# Does a lattice constant err by a fixed percentage?

## Three sizes to keep in mind

In the five known crystals below, the computed lattice constant misses the measured one by less than 1%, or a few hundredths of an ångström. An error of 1% in length is about 3% in volume. Squeezing or stretching a crystal by that much takes a pressure of about 3% of its bulk modulus, the resistance to uniform compression.

If every crystal erred by the same percentage, one correction would serve for all of them. If each kind of atom brought its own error, the correction would have to be built from the bonds. Aluminium and silicon, whose computed values are held back, put both ideas to the test.

Kohn–Sham DFT calculations with ABINIT 10.8.3 and the OLYP functional for seven cubic crystals, without spin polarisation and with a Fermi–Dirac smearing of 0.05 eV. The computed lattice constant is that of the conventional cubic cell at the rest volume, found by fitting the energies at seven volumes per crystal.

| formula | space group | volume of the given cell (Å³/atom) | potentials or basis | wave cutoff (eV) | k-mesh | computed lattice constant (Å) | measured lattice constant (Å) | range of the values found (Å) | source | computed over measured, less one (%) |
| --- | --- | --- | --- | --- | --- | --- | --- | --- | --- | --- |
| C | Fd-3m | 5.67 | PseudoDojo NC SR PBE v0.4.1 standard | 1116 | 13x13x13 | 3.539 | 3.567 | 3.5669 to 3.56718 | pmc:9553866 (2022) | -0.78 |
| Cu | Fm-3m | 11.81 | JTH PAW PBE v2.0 | 544 | 13x13x13 | 3.639 | 3.615 | 3.6115 to 3.615 | arXiv:2311.10326 (2023) | 0.66 |
| Al | Fm-3m | 16.60 | JTH PAW PBE v2.0 | 544 | 11x11x11 | ? | ? | ? | ? | ? |
| SiC | F-43m | 10.35 | JTH PAW PBE v2.0 | 544 | 10x10x10 | 4.363 | 4.3589 | one value | pmc:6267454 (2018) | 0.09 |
| BP | F-43m | 11.68 | JTH PAW PBE v2.0 | 544 | 10x10x10 | 4.540 | 4.538 | 4.534 to 4.53991 | arXiv:1407.1677 (2014) | 0.05 |
| BAs | F-43m | 13.63 | JTH PAW PBE v2.0 | 408 | 10x10x10 | 4.807 | 4.77659 | 4.7741 to 4.7776 | arXiv:1906.04101 (2019) | 0.63 |
| Si | Fd-3m | 20.16 | PseudoDojo NC SR PBE v0.4.1 standard | 490 | 8x8x8 | ? | ? | ? | ? | ? |

## What the known crystals show

Diamond comes out 0.78% too short, while SiC and BP agree with measurement to about 0.1%. BAs and copper are both too long, by 0.63% and 0.66%. A covalent semiconductor and a metal thus share practically the same error, so the type of bonding alone doesn't sort these results. Diamond is also the only known row with a norm-conserving potential, which mixes the effect of the element with that of the potential. All the potentials were generated for PBE, so the errors belong to OLYP and these potentials together.

The stress in the crystal shows what such an error means mechanically. Held at its given size, close to the measured one, computed diamond is under a tension of 10.3 GPa and would shrink if released. If a crystal with bulk modulus $B$ pushes outward with a small pressure $P$, counted as negative for a tension, its relative change in length on release is

$$\frac{\Delta a}{a}\approx\frac{P}{3B}.$$

With the computed $B$ of 453 GPa this gives a shrinkage of about 0.75%, close to the error in the table.

BAs has the opposite sign: it pushes outward with only 2.4 GPa. Its bulk modulus is 128 GPa, so this smaller pressure still lengthens it by 0.62%. The formula converts a pressure into a length; it doesn't explain where the pressure comes from. It does show why equal percentages can stand for very unequal errors in the pressure.

## A forecast for aluminium

Aluminium has no close relative among the known rows, since copper binds with a filled d shell beneath its outer electron. The common percentage is therefore the plainest choice. The mean deviation of the five known crystals from their given cells is +0.13%, with a wide scatter. Applied to aluminium's given cell of 4.049 Å, it leads to a forecast of **4.05 ± 0.04 Å**. The range is meant to hold in roughly four cases out of five.

## A forecast for silicon

For silicon the known rows offer more, because SiC lies between two pure limits: the C–C bond of diamond and the Si–Si bond of silicon. Suppose that each atom contributes half of a bond and carries its own error in length. The error of the Si–C bond is then the mean of the other two. All three crystals have the same ratio of bond length to lattice constant, so the rule also holds for the errors $\Delta$ of the lattice constants:

$$\Delta_{\mathrm{Si}}\approx 2\Delta_{\mathrm{SiC}}-\Delta_{\mathrm{C}}.$$

Relative to the given cells, worked out from the rounded volumes in the table, SiC is 0.004 Å too long and diamond 0.027 Å too short. The estimate for silicon is therefore

$$2\times0.004+0.027=0.035\ \text{Å}.$$

Added to the given cell of 5.443 Å, this makes the forecast **5.48 ± 0.05 Å**, longer than the given cell, though the range doesn't rule out a slight shortening. The width is borrowed from the scatter of the five known rows, which is a matter of judgement. An error in silicon's given cell would pass straight into the result.

A third model, in which the deviation grows with the logarithm of the volume per atom, follows the five known rows more closely. Aluminium and silicon both lie beyond the largest volume among those rows, so the model would have to extrapolate. For that reason it doesn't set the forecasts.

## The computed values

The withheld rows as computed:

| formula | space group | volume of the given cell (Å³/atom) | potentials or basis | wave cutoff (eV) | k-mesh | computed lattice constant (Å) | measured lattice constant (Å) | range of the values found (Å) | source | computed over measured, less one (%) |
| --- | --- | --- | --- | --- | --- | --- | --- | --- | --- | --- |
| Al | Fm-3m | 16.60 | JTH PAW PBE v2.0 | 544 | 11x11x11 | 4.012 | 4.0485 | 4.047 to 4.04958 | pmc:10674580 (2023) | -0.89 |
| Si | Fd-3m | 20.16 | PseudoDojo NC SR PBE v0.4.1 standard | 490 | 8x8x8 | 5.447 | 5.4307 | 3.842 to 5.43123 | pmc:4865310 (2001) | 0.30 |

## Why aluminium missed

Aluminium comes out at 4.012 Å, just inside the rounded range and just outside the unrounded one. It counts as a miss: the model expected a slight lengthening, and the calculation gives a shortening of 0.89% against measurement.

Much of the shortening against measurement probably belongs to the comparison rather than to the functional. The calculation describes atoms at rest, whereas a measured lattice is swollen by heat and by zero-point motion. Cooling aluminium from room temperature to near absolute zero shrinks it by roughly 0.4%, and zero-point motion accounts for a few tenths of a percent more. In stiff diamond heat hardly matters, though zero-point motion still adds roughly 0.4%, about half of its error. Since the known rows carry such shifts too, only aluminium's larger share can help to explain the missed forecast.

Heat can't reconcile the two metals, however. Copper also expands on warming, so comparing it with a cold, static lattice would make its excess larger still. A possible reason for the contrast lies in the limit of a uniform electron gas. There the density has no gradient, and the gradient terms that usually lengthen bonds have nothing to act on. What remains is the local part of OLYP, whose exchange is somewhat too strong for such a gas and so favours a denser metal. Aluminium's outer electrons come nearer to this limit than copper's d shell does, but two metals computed with potentials made for another functional are no test of the idea.

## What silicon teaches

Silicon's 5.447 Å lies inside the forecast range, and the addition of atomic shares gave the right sign. But the crystal is only 0.004 Å longer than its given cell, about a tenth of the lengthening that was forecast. The forecast length was 0.03 Å too long. More than a third of that came from the given cell, which turns out to be 0.23% longer than the measured one. The rest belongs to the addition itself, which joins diamond and silicon with norm-conserving potentials to SiC with another kind. The 3.842 Å in the table's range of measured values is evidently the edge of silicon's primitive cell, not its cubic lattice constant, and plays no part here.

The common percentage would have landed closer, at 5.451 Å, but for a poor reason. Seen from the measured length, its correction of 0.13% was too small, and the overlong given cell made up the difference. Together they put silicon about 0.37% above measurement, near the computed 0.30%. A good final number can thus hide two errors that cancel.

The volume trend was too long for both crystals, by 0.07 Å for aluminium and 0.06 Å for silicon. Only diamond lies far from the other known rows in volume, and a close match to five points was no warrant for carrying the trend on to larger volumes. The output after these notes gives the fits of the two percentage models to the five known rows.

## One correction for all?

The two metals now differ by $0.66+0.89=1.55$ percentage points, more than the whole spread among the covalent crystals. A single percentage is therefore a poor correction even within one class of bonding. Before any correction is chosen, the measured length should be brought to the cold, static lattice that the calculation describes. For a soft metal that step can be as large as the error under study.

Numerical output:

```
fit of dev on 5 rows: constant 0.1335 +/- 0.26; rms 0.517, worst C 0.9, leave-one-out rms 0.646
  rows outside the fit (model, value, miss): Al 0.1335, -0.9233, 1.06; Si 0.1335, 0.06846, 0.065
fit of dev on 5 rows: constant -3.509 +/- 0.85, coefficient of log(vol) 1.568 +/- 0.36; rms 0.192, worst Cu -0.302, leave-one-out rms 0.289
  rows outside the fit (model, value, miss): Al 0.8975, -0.9233, 1.82; Si 1.202, 0.06846, 1.13
Lattice constants:
  row  given cell in Å  given over measured less one in %  computed in Å  computed over measured less one in %
    C            3.566                           -0.01813          3.539                                 -0.78
   Cu            3.615                          -0.001153          3.639                                  0.66
   Al            4.049                            0.02193          4.012                                 -0.89
  SiC            4.359                          -0.007704          4.363                                  0.09
   BP            4.538                          -0.004655           4.54                                  0.05
  BAs            4.777                             0.0178          4.807                                  0.63
   Si            5.443                             0.2315          5.447                                   0.3
half-width of the 80% range, %: 0.969
Al forecast from the common percentage, Å: 4.055
Al half-width, Å: 0.03929
Al computed, Å: 4.012
Al forecast less computed, Å: 0.04279
Al from the size trend, Å: 4.086
Si forecast from addition, Å: 5.479
Si half-width, Å: 0.0531
Si computed, Å: 5.447
Si forecast less computed, Å: 0.0325
Si from the common percentage, Å: 5.451
Si from the size trend, Å: 5.509
Si addition from measured lengths, after the reveal, Å: 5.467
C length change from its pressure at the given cell, %: -0.7547
BAs length change from its pressure at the given cell, %: 0.6236
```
